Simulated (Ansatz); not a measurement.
# Migration of O in SnO2

The calculation used DFT PBE, scalar-relativistic, plane waves, PAW (Ansatz). (420 eV cutoff, 3×3×3 k-mesh, Gaussian smearing of 0.02 eV, no spin polarisation)

In a supercell of 12 host sites, interstitial O hops to an equivalent place, moving 0.82 Å between the relaxed ends. Climbing-image nudged elastic band at fixed cell with images 0 (start) to 6 (end), the path measured over all atoms, converged to 0.05 eV/Å; the order of the saddle wasn't checked, and the small cell leaves errors of about a tenth of an eV.

Start:

```
CELL_PARAMETERS angstrom
0.00000 4.82719 -3.23815
0.00000 -4.82719 -3.23815
-4.82719 0.00000 3.23815
ATOMIC_POSITIONS crystal
Sn 0.26334 0.75001 0.51262
Sn 0.74333 0.25000 0.49264
Sn 0.00074 0.00613 0.98709
Sn 0.48165 0.49387 0.99390
O 0.56767 0.74998 0.81695
O 0.05006 0.25000 0.79937
O 0.89407 0.77987 0.29924
O 0.44056 0.24999 0.18985
O 0.49926 0.19622 0.69699
O 0.02133 0.68876 0.70337
O 0.51531 0.81125 0.33186
O 0.00146 0.30379 0.30235
O 0.02007 0.72013 0.11354
```

Atom 13 jumps to (-0.548, -3.379, -1.209) Å.

Give the energy along the band and the structure at its top.

| image | path (Å) | E − E(0) (eV) | O x (Å) | O y (Å) | O z (Å) | force on O (eV/Å) |
| --- | --- | --- | --- | --- | --- | --- |
| 0 | 0.00 | 0.000 | -0.548 | -3.379 | -2.029 | 0.01 |
| 1 | 0.23 | 0.078 | -0.472 | -3.352 | -1.917 | 0.44 |
| 2 | 0.46 | 0.275 | -0.423 | -3.326 | -1.776 | 0.61 |
| 3 | 0.69 | 0.395 | -0.407 | -3.312 | -1.619 | 0.00 |
| 4 | 0.92 | 0.275 | -0.423 | -3.326 | -1.462 | 0.61 |
| 5 | 1.15 | 0.078 | -0.472 | -3.352 | -1.321 | 0.44 |
| 6 | 1.37 | 0.000 | -0.548 | -3.379 | -1.209 | 0.01 |

Barrier 0.40 eV. Image 3:
```
CELL_PARAMETERS angstrom
0.00000 4.82719 -3.23815
0.00000 -4.82719 -3.23815
-4.82719 0.00000 3.23815
ATOMIC_POSITIONS crystal
Sn 0.26011 0.74964 0.50975
Sn 0.75268 0.24967 0.50235
Sn 0.00424 0.00172 0.00183
Sn 0.50011 0.49759 0.00183
O 0.56653 0.74964 0.81617
O 0.05876 0.24968 0.80843
O 0.94896 0.86401 0.31297
O 0.44593 0.24965 0.19558
O 0.49859 0.18679 0.69214
O 0.00535 0.69355 0.69214
O 0.49865 0.80578 0.31115
O 0.00537 0.31250 0.31115
O 0.94905 0.63523 0.08428
```

Cost: 1 run of about 15 core-minutes, on Intel Xeon Processor @ 2.50GHz (Skylake/Cascade Lake) (shared hosts).